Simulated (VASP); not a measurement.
# Zn (Fm-3m) in VASP: notebook

One crystal, Zn, is run at these levels: PBE; tasks: single point.

Program: VASP 6.6.1. These are calculated values, not measurements. Logs are shortened: lines on timing, memory, paths and dates and some standing lists are left out, and cuts for length are marked.

### Step 1. The structure

The structure is cubic, space group Fm-3m (No. 225). Conventional cell: a = 3.926 Å, b = 3.926 Å, c = 3.926 Å, α = 90.00°, β = 90.00°, γ = 90.00°. Zn (site symmetry m-3m) is surrounded by 12 Zn at 2.78 Å.

The cell was built by a generator and needn't be a form met in nature.

### Step 2. Single point, PBE

INCAR reads:

```
  PREC = Accurate
  ENCUT = 520
  EDIFF = 1E-7
  ISMEAR = 0
  SIGMA = 0.05
  LREAL = False
  LASPH = True
  NELM = 60
  ALGO = Fast
  ISIF = 2
  LWAVE = False
  LCHARG = False
  GGA = PE
  NBANDS = 12
```

KPOINTS reads:

```
Automatic mesh
0
Gamma
  18 18 18
```

POSCAR reads:

```
Zn
1.0
    0.0000000000      1.9628993602      1.9628993602
    1.9628993602      0.0000000000      1.9628993602
    1.9628993602      1.9628993602      0.0000000000
Zn
1
Direct
    0.0000000000      0.0000000000      0.0000000000
```

Potentials or basis: VASP PAW PBE potentials, release 64 (Zn).

The run is started by

```console
cat potpaw_PBE.64/Zn/POTCAR > POTCAR
mpirun -np 1 vasp_std > vasp.out
```

OUTCAR:

```text
PREC = Accurate
   ENCUT = 520
   EDIFF = 1E-7
   ISMEAR = 0
   LREAL = False
   LASPH = True
   NELM = 60
   ISIF = 2
   GGA = PE

 ion  position               nearest neighbor table
   1  0.000  0.000  0.000-

  LATTYP: Found a face centered cubic cell.
 ALAT       =     3.9257987204

  Lattice vectors:

 A1 = (   0.0000000000,   1.9628993602,   1.9628993602)
 A2 = (   1.9628993602,   0.0000000000,   1.9628993602)
 A3 = (   1.9628993602,   1.9628993602,   0.0000000000)

Analysis of symmetry for initial positions (statically):
=====================================================================
 Subroutine PRICEL returns:
 Original cell was already a primitive cell.

 Routine SETGRP: Setting up the symmetry group for a
 face centered cubic supercell.

 Subroutine GETGRP returns: Found 48 space group operations
 (whereof 48 operations were pure point group operations)
 out of a pool of 48 trial point group operations.

The static configuration has the point symmetry O_h .

Analysis of symmetry for dynamics (positions and initial velocities):
=====================================================================
 Subroutine PRICEL returns:
 Original cell was already a primitive cell.

 Routine SETGRP: Setting up the symmetry group for a
 face centered cubic supercell.

 Subroutine GETGRP returns: Found 48 space group operations
 (whereof 48 operations were pure point group operations)
 out of a pool of 48 trial point group operations.

The dynamic configuration has the point symmetry O_h .

 Subroutine INISYM returns: Found 48 space group operations
 (whereof 48 operations are pure point group operations),
 and found     1 'primitive' translations

----------------------------------------------------------------------------------------

                                     Primitive cell

  volume of cell :      15.1260

  direct lattice vectors                    reciprocal lattice vectors
     0.000000000  1.962899360  1.962899360    -0.254725235  0.254725235  0.254725235
     1.962899360  0.000000000  1.962899360     0.254725235 -0.254725235  0.254725235
     1.962899360  1.962899360  0.000000000     0.254725235  0.254725235 -0.254725235

  length of vectors
     2.775958897  2.775958897  2.775958897     0.441197048  0.441197048  0.441197048

  position of ions in fractional coordinates (direct lattice)
     0.000000000  0.000000000  0.000000000

  ion indices of the primitive-cell ions
   primitive index   ion index
                 1           1

----------------------------------------------------------------------------------------

 KPOINTS: Automatic mesh

Automatic generation of k-mesh.
 Grid dimensions read from file:
 generate k-points for:   18   18   18

 Generating k-lattice:

  Cartesian coordinates                     Fractional coordinates (reciprocal lattice)
    -0.014151402  0.014151402  0.014151402     0.055555556  0.000000000  0.000000000
     0.014151402 -0.014151402  0.014151402     0.000000000  0.055555556  0.000000000
     0.014151402  0.014151402 -0.014151402     0.000000000  0.000000000  0.055555556

  Length of vectors
     0.024510947  0.024510947  0.024510947

  Shift w.r.t. Gamma in fractional coordinates (k-lattice)
     0.000000000  0.000000000  0.000000000

 Subroutine IBZKPT returns following result:
 ===========================================

 Found    195 irreducible k-points:

 Following reciprocal coordinates:
            Coordinates               Weight
  0.000000  0.000000  0.000000      1.000000
  0.055556  0.000000  0.000000      8.000000
  0.111111  0.000000  0.000000      8.000000
  0.166667  0.000000  0.000000      8.000000
  0.222222  0.000000  0.000000      8.000000
  0.277778  0.000000  0.000000      8.000000
[... 16 lines left out ...]
 -0.277778  0.055556  0.000000     24.000000
 -0.222222  0.055556  0.000000     24.000000
 [... further k-points ...]
   k-points           NKPTS =    195   k-points in BZ     NKDIM =    195   number of bands    NBANDS=     12
   number of dos      NEDOS =    301   number of ions     NIONS =      1
   total plane-waves  NPLWV =  13824
   dimension x,y,z NGX =    24 NGY =   24 NGZ =   24
   dimension x,y,z NGXF=    48 NGYF=   48 NGZF=   48
   ions per type =               1
   NGX,Y,Z   is equivalent  to a cutoff of  14.37, 14.37, 14.37 a.u.
   NGXF,Y,Z  is equivalent  to a cutoff of  28.75, 28.75, 28.75 a.u.
 SYSTEM =  unknown system
   PREC   = accura    normal or accurate (medium, high low for compatibility)
   ISTART =      0    job   : 0-new  1-cont  2-samecut
   ICHARG =      2    charge: 1-file 2-atom 10-const
   ISPIN  =      1    spin polarized calculation?
   LNONCOLLINEAR =      F non collinear calculations
   LSORBIT =      F    spin-orbit coupling
   LASPH  =      T    aspherical Exc in radial PAW
   ENCUT  =  520.0 eV  38.22 Ry    6.18 a.u.   5.16  5.16  5.16*2*pi/ulx,y,z
   NELM   =     60;   NELMIN=  2; NELMDL= -5     # of ELM steps
   EDIFF  = 0.1E-06   stopping-criterion for ELM
   LREAL  =      F    real-space projection
   EDIFFG = 0.1E-05   stopping-criterion for IOM
   NSW    =      0    number of steps for IOM
   IBRION =     -1    ionic relax: 0-MD 1-quasi-New 2-CG
   NFREE  =      0    steps in history (QN), initial steepest desc. (CG)
   ISIF   =      2    stress and relaxation
   ISYM   =      2    0-nonsym 1-usesym 2-fastsym
   POTIM  = 0.5000    time-step for ionic-motion
   TEBEG  =    0.0;   TEEND  =   0.0 temperature during run
   PSTRESS=    0.0 pullay stress
   NELECT =      12.0000    total number of electrons
   NUPDOWN=      -1.0000    fix difference up-down
   EMIN   =  10.00;   EMAX   =-10.00  energy-range for DOS
   EFERMI =   0.00;   METHOD = LEGACY
   ISMEAR =     0;   SIGMA  =   0.05  broadening in eV -4-tet -1-fermi 0-gaus
   EFERMI_NEDOS =   21; number of points for ismear=-14 and -15
   IALGO  =     68    algorithm
   IMIX   =      4    mixing-type and parameters
     AMIX     =   0.40;   BMIX     =  1.00
     AMIX_MAG =   1.60;   BMIX_MAG =  1.00
  volume/ion in A,a.u.               =      15.13       102.08
  Fermi-wavevector in a.u.,A,eV,Ry     =   1.515516  2.863910 31.249711  2.296789
  Thomas-Fermi vector in A             =   2.625029
   LORBIT       =      0    0 simple, 1 ext, 2 COOP (PROOUT), +10 PAW based schemes
   GGA     = PE    functional components
   LHFCALC =     F    Hartree Fock is set to
   AEXX    =    0.0000 exact exchange contribution
   IVDW    =     0    specifies the selected vdW correction
   LEPSILON=     F    determine dielectric tensor
   LRPA    =     F    only Hartree local field effects (RPA)
 non-spin polarized calculation
 RMM-DIIS sequential band-by-band and
 Gauss-broadening in eV      SIGMA  =   0.05
  energy-cutoff  :      520.00
  volume of cell :       15.13
 maximum number of plane-waves:       419
 NGX is ok and might be reduce to    24
   NGX = 11   NGY = 11   NGZ = 11

 number of electron      12.0000009 magnetization

 Free energy of the ion-electron system (eV)
  ---------------------------------------------------
  ext. energy  EPLUGINS =         0.00000000
  ---------------------------------------------------
  free energy    TOTEN  =        -1.08498859 eV

  energy without entropy =       -1.08485020  energy(sigma->0) =       -1.08491940

 E-fermi :   3.0490     XC(G=0): -11.5919

 val. band max:        3.0071317761   @ k =  -0.3889   0.4444   0.0556
 cond. band min:       3.0991283034   @ k =  -0.3333   0.3333   0.1667
 fundamental gap:      0.0919965273
 Fermi energy:         3.0489571166

 k-point     1 :       0.0000    0.0000    0.0000
  band No.  band energies     occupation
      1      -7.2730      2.00000
      2      -4.5240      2.00000
      3      -4.5240      2.00000
      4      -4.5240      2.00000
      5      -4.1424      2.00000
      6      -4.1424      2.00000
      7      21.4144      0.00000
      8      21.4144      0.00000
      9      21.4144      0.00000
     10      22.0181      0.00000
     11      24.1872      0.00000
     12      24.1872      0.00000

 k-point     2 :       0.0556    0.0000    0.0000
  band No.  band energies     occupation
      1      -7.1796      2.00000
      2      -4.5318      2.00000
      3      -4.5132      2.00000
      4      -4.5132      2.00000
      5      -4.1455      2.00000
      6      -4.1455      2.00000
      7      19.6687      0.00000
      8      21.0998      0.00000
      9      21.0998      0.00000
     10      21.8319      0.00000
     11      24.6602      0.00000
     12      24.6602      0.00000

 k-point     3 :       0.1111    0.0000    0.0000
  band No.  band energies     occupation
      1      -6.9033      2.00000
      2      -4.5498      2.00000
      3      -4.4852      2.00000
      4      -4.4852      2.00000
      5      -4.1512      2.00000
      6      -4.1512      2.00000
      7      16.9555      0.00000
      8      20.4874      0.00000
      9      20.4874      0.00000
     10      21.7225      0.00000
     11      25.7418      0.00000
     12      25.7419      0.00000
[... 286 lines left out ...]
 k-point    23 :      -0.2778    0.0556    0.0000
  band No.  band energies     occupation
      1      -5.3249      2.00000
      2      -4.4691      2.00000
      3      -4.4456      2.00000
      4      -4.1667      2.00000
      5      -4.0803      2.00000
      6      -3.6934      2.00000
      7       8.5238      0.00000
      8      16.8495      0.00000
      9      19.9441      0.00000
     10      21.4163      0.00000
     11      23.1977      0.00000
     12      24.2300      0.00000

 k-point    24 :      -0.2222    0.0556    0.0000
  band No.  band energies     occupation
      1      -5.6719      2.00000
      2      -4.5020      2.00000
      3      -4.4266      2.00000
      4      -4.4012      2.00000
      5      -4.1500      2.00000
      6      -3.9949      2.00000
      7      10.9164      0.00000
      8      17.1163      0.00000
      9      20.5254      0.00000
     10      21.8858      0.00000
     11      24.0982      0.00000
     12      24.7195      0.00000

 [... further k-points ...]
[... 5 lines left out ...]
  --------------------------------------------------------------------------------------
  -------------------------------------------------------------------------------------
  Total        0.0408073      0.0408073      0.0408073     -0.0000000      0.0000000      0.0000000
  in kB        4.3223934      4.3223934      4.3223934     -0.0000000      0.0000000      0.0000000
  external PRESSURE =       4.3223934 kB  Pullay stress =       0.0000000 kB

 VOLUME and BASIS-vectors are now :
 -----------------------------------------------------------------------------
  energy-cutoff  :      520.00
  volume of cell :       15.13
      direct lattice vectors                 reciprocal lattice vectors
     0.000000000  1.962899360  1.962899360    -0.254725235  0.254725235  0.254725235
     1.962899360  0.000000000  1.962899360     0.254725235 -0.254725235  0.254725235
     1.962899360  1.962899360  0.000000000     0.254725235  0.254725235 -0.254725235

 POSITION                                       TOTAL-FORCE (eV/Angst)
 -----------------------------------------------------------------------------------
      0.00000      0.00000      0.00000         0.000000     -0.000000     -0.000000
 -----------------------------------------------------------------------------------
    total drift:                               -0.000000      0.000000      0.000000

  FREE ENERGIE OF THE ION-ELECTRON SYSTEM (eV)
  ---------------------------------------------------
  free  energy   TOTEN  =        -1.0849885886 eV

  energy  without entropy=       -1.0848502039  energy(sigma->0) =       -1.08491940
```

Wall time 27 s (1 thread of Intel Xeon Platinum 8259CL at 2.50GHz (Skylake/Cascade Lake), shared host); peak memory 0.16 GiB.

What came out:

* Free energy: -1.0850 eV
* Pressure: 0.4 GPa
* Band gap on the k mesh: none (metal or under the smearing width)

### Step 3. Single point, PBE

INCAR reads:

```
SYSTEM = Zn
PREC = Accurate
ENCUT = 520
EDIFF = 1E-6
ISMEAR = 0
SIGMA = 0.05
LREAL = .FALSE.
LASPH = .TRUE.
NELM = 60
ALGO = Normal
ISIF = 2
LWAVE = .FALSE.
LCHARG = .FALSE.
GGA = PE
NBANDS = 12
```

KPOINTS reads:

```
Automatic mesh
0
G
  18 18 18
  0 0 0
```

POSCAR reads:

```
Zn
1.0
    0.0000000000      1.9642025027      1.9642025027
    1.9642025027      0.0000000000      1.9642025027
    1.9642025027      1.9642025027      0.0000000000
Zn
1
Direct
    0.0000000000      0.0000000000      0.0000000000
```

Potentials or basis: VASP PAW PBE potentials, release 64 (Zn).

The run is started by

```console
cat potpaw_PBE.64/Zn/POTCAR > POTCAR
mpirun -np 1 vasp_std > vasp.out
```

Wall time 26 s (1 thread of Intel Xeon Platinum 8259CL at 2.50GHz (Skylake/Cascade Lake), shared host); peak memory 0.16 GiB.

It converged, with:

| Quantity | Value |
| --- | --- |
| Free energy | -1.0851 eV |
| Pressure | 0.4 GPa |
| Band gap on the k mesh | none (metal or under the smearing width) |

Levels at points of the mesh, in eV from the Fermi level:
| k point | band 4 | band 5 | band 6 | band 7 | band 8 | band 9 |
| --- | --- | --- | --- | --- | --- | --- |
| (0.00, 0.00, 0.00) | -7.57 | -7.19 | -7.19 | 18.34 | 18.34 | 18.34 |
| (0.50, 0.00, 0.00) | -6.91 | -6.91 | -2.85 | -1.33 | 15.31 | 15.31 |
| (0.50, 0.50, 0.00) | -6.83 | -6.83 | -0.94 | 1.79 | 8.49 | 8.49 |

### Step 4. Single point, PBE

INCAR reads:

```
PREC = Accurate
ENCUT = 520
EDIFF = 1E-6
ISMEAR = 0
SIGMA = 0.05
LREAL = F
LASPH = T
NELM = 100
ALGO = Normal
ISIF = 2
LWAVE = F
LCHARG = F
GGA = PE
NBANDS = 12
```

KPOINTS reads:

```
regular mesh
0
Gamma
  18 18 18
```

POSCAR is that of step 3.

Potentials or basis: VASP PAW PBE potentials, release 64 (Zn).

The run is started by

```console
cat potpaw_PBE.64/Zn/POTCAR > POTCAR
mpirun -np 1 vasp_std > vasp.out
```

OUTCAR:

```text
PREC = Accurate
   ENCUT = 520
   EDIFF = 1E-6
   ISMEAR = 0
   LREAL = F
   LASPH = T
   NELM = 100
   ISIF = 2
   GGA = PE

 ion  position               nearest neighbor table
   1  0.000  0.000  0.000-

  LATTYP: Found a face centered cubic cell.
 ALAT       =     3.9284050054

  Lattice vectors:

 A1 = (   0.0000000000,   1.9642025027,   1.9642025027)
 A2 = (   1.9642025027,   0.0000000000,   1.9642025027)
 A3 = (   1.9642025027,   1.9642025027,   0.0000000000)

Analysis of symmetry for initial positions (statically):
=====================================================================
 Subroutine PRICEL returns:
 Original cell was already a primitive cell.

 Routine SETGRP: Setting up the symmetry group for a
 face centered cubic supercell.

 Subroutine GETGRP returns: Found 48 space group operations
 (whereof 48 operations were pure point group operations)
 out of a pool of 48 trial point group operations.

The static configuration has the point symmetry O_h .

Analysis of symmetry for dynamics (positions and initial velocities):
=====================================================================
 Subroutine PRICEL returns:
[... 161 lines left out ...]
 fundamental gap:      0.0913289313
 Fermi energy:         3.0367396217

 k-point     1 :       0.0000    0.0000    0.0000
  band No.  band energies     occupation
      1      -7.2713      2.00000
      2      -4.5334      2.00000
      3      -4.5334      2.00000
      4      -4.5334      2.00000
      5      -4.1533      2.00000
      6      -4.1533      2.00000
      7      21.3723      0.00000
      8      21.3724      0.00000
      9      21.3724      0.00000
     10      21.9889      0.00000
     11      24.1480      0.00000
     12      24.1480      0.00000
[... 331 lines left out ...]
 k-point    24 :      -0.2222    0.0556    0.0000
  band No.  band energies     occupation
      1      -5.6733      2.00000
      2      -4.5109      2.00000
      3      -4.4364      2.00000
      4      -4.4105      2.00000
      5      -4.1609      2.00000
      6      -4.0059      2.00000
      7      10.8914      0.00000
      8      17.0826      0.00000
      9      20.4840      0.00000
     10      21.8526      0.00000
     11      24.0596      0.00000
     12      24.6786      0.00000

 [... further k-points ...]
[... 5 lines left out ...]
  --------------------------------------------------------------------------------------
  -------------------------------------------------------------------------------------
  Total        0.0375589      0.0375589      0.0375589      0.0000000     -0.0000000      0.0000000
  in kB        3.9704085      3.9704085      3.9704085      0.0000000     -0.0000000      0.0000000
  external PRESSURE =       3.9704085 kB  Pullay stress =       0.0000000 kB

 VOLUME and BASIS-vectors are now :
 -----------------------------------------------------------------------------
  energy-cutoff  :      520.00
  volume of cell :       15.16
      direct lattice vectors                 reciprocal lattice vectors
     0.000000000  1.964202503  1.964202503    -0.254556238  0.254556238  0.254556238
     1.964202503  0.000000000  1.964202503     0.254556238 -0.254556238  0.254556238
     1.964202503  1.964202503  0.000000000     0.254556238  0.254556238 -0.254556238

 POSITION                                       TOTAL-FORCE (eV/Angst)
 -----------------------------------------------------------------------------------
      0.00000      0.00000      0.00000         0.000000      0.000000      0.000000
 -----------------------------------------------------------------------------------
    total drift:                               -0.000000      0.000000     -0.000000

  FREE ENERGIE OF THE ION-ELECTRON SYSTEM (eV)
  ---------------------------------------------------
  free  energy   TOTEN  =        -1.0850608524 eV

  energy  without entropy=       -1.0849182146  energy(sigma->0) =       -1.08498953
```

OSZICAR:

```text
N       E                     dE             d eps       ncg     rms          rms(c)
DAV:   1     0.416760466063E+02    0.41676E+02   -0.66362E+03  4812   0.160E+03
DAV:   2     0.104853544301E+00   -0.41571E+02   -0.39068E+02  4828   0.212E+02
DAV:   3    -0.118140149630E+01   -0.12863E+01   -0.12843E+01  5472   0.367E+01
DAV:   4    -0.118431763869E+01   -0.29161E-02   -0.29160E-02  5200   0.170E+00
DAV:   5    -0.118431972601E+01   -0.20873E-05   -0.20877E-05  5476   0.449E-02    0.280E+00
DAV:   6    -0.109183512790E+01    0.92485E-01   -0.49708E-01  5644   0.142E+01    0.213E+00
DAV:   7    -0.108714201589E+01    0.46931E-02   -0.91721E-03  5112   0.187E+00    0.108E+00
DAV:   8    -0.108505260259E+01    0.20894E-02   -0.11050E-03  5584   0.477E-01    0.363E-02
DAV:   9    -0.108506078117E+01   -0.81786E-05   -0.90098E-05  6396   0.127E-01    0.222E-02
DAV:  10    -0.108506085242E+01   -0.71250E-07   -0.53265E-06  5144   0.359E-02
   1 F= -.10850609E+01 E0= -.10849895E+01  d E =-.142638E-03
```

Wall time 24 s (1 thread of Intel Xeon Platinum 8259CL at 2.50GHz (Skylake/Cascade Lake), shared host); peak memory 0.16 GiB.

Results:

- Free energy: -1.0851 eV
- Pressure: 0.4 GPa
- Band gap on the k mesh: none (metal or under the smearing width)

Levels at points of the mesh, in eV from the Fermi level:
| k point | band 3 | band 4 | band 5 | band 6 | band 7 | band 8 | band 9 | band 10 |
| --- | --- | --- | --- | --- | --- | --- | --- | --- |
| (0.00, 0.00, 0.00) | -7.57 | -7.57 | -7.19 | -7.19 | 18.34 | 18.34 | 18.34 | 18.95 |
| (0.50, 0.00, 0.00) | -7.58 | -6.91 | -6.91 | -2.85 | -1.33 | 15.31 | 15.31 | 17.49 |
| (0.50, 0.50, 0.00) | -6.92 | -6.83 | -6.83 | -0.94 | 1.79 | 8.49 | 8.49 | 12.14 |
